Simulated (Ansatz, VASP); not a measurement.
Li2O in VASP and in Ansatz

Contents of POSCAR:

```
Li2O
1.0
    0.0000000000      2.3095000000      2.3095000000
    2.3095000000      0.0000000000      2.3095000000
    2.3095000000      2.3095000000      0.0000000000
Li O
2 1
Direct
    0.2500000000      0.2500000000      0.2500000000
    0.7500000000      0.7500000000      0.7500000000
    0.0000000000      0.0000000000      0.0000000000
```

File INCAR.step1:

```
ALGO = Normal
EDIFF = 1E-4
ENCUT = 520
GGA = PE
ISMEAR = 0
LASPH = T
LCHARG = F
LREAL = F
LWAVE = T
NBANDS = 13
NELM = 100
PREC = Accurate
SIGMA = 0.05
```

File INCAR.step2:

```
ALGO = Normal
EDIFF = 1E-7
ENCUT = 520
ISIF = 2
ISMEAR = 0
ISTART = 1
LASPH = T
LCHARG = F
LMIXTAU = T
LREAL = F
LWAVE = F
METAGGA = R2SCAN
NBANDS = 13
NELM = 100
PREC = Accurate
SIGMA = 0.05
```

KPOINTS

```
k-points
0
Gamma
  8 8 8
```

Input for Ansatz:

```yaml
crystal:
  lattice:
    - [0.0, 2.3095, 2.3095]
    - [2.3095, 0.0, 2.3095]
    - [2.3095, 2.3095, 0.0]
  atoms:
    - { symbol: Li, position: [0.25, 0.25, 0.25] }
    - { symbol: Li, position: [0.75, 0.75, 0.75] }
    - { symbol: O, position: [0.0, 0.0, 0.0] }
basis:
  ecutwfc: 500
kpoints:
  mp_grid: { grid: [8, 8, 8] }
hamiltonian:
  xc: r2scan
scf:
  occupations: { method: gaussian, width: 0.05 }
output:
  forces: true
  stress: true
  eigenvalues: true
```

Alike in both runs: task single point; functional r2SCAN; k mesh 8 × 8 × 8; occupations gaussian, width 0.05 eV; no spin polarisation.

|  | VASP | Ansatz |
| --- | --- | --- |
| version | VASP 6.6.1 | Ansatz 0.2.0 |
| potentials or method | VASP PAW PBE potentials, release 64 (Li_sv, O) | scalar-relativistic, plane waves, PAW |
| plane-wave cutoff (eV) | 520 | 500 |
| valence electrons in the cell | 12 | 12 |

```csv
,VASP,Ansatz,Ansatz less VASP
gap on the k mesh at the Fermi level (eV),5.67,5.70,+0.036
least direct gap on the mesh (eV),6.09,5.97,-0.127
```

Caveats: the PAW data sets were made with another functional, which shifts forces and pressure a little (VASP). r2SCAN opens gaps a little over a GGA but as a rule still falls short of measured ones. A k mesh can miss the band edges.
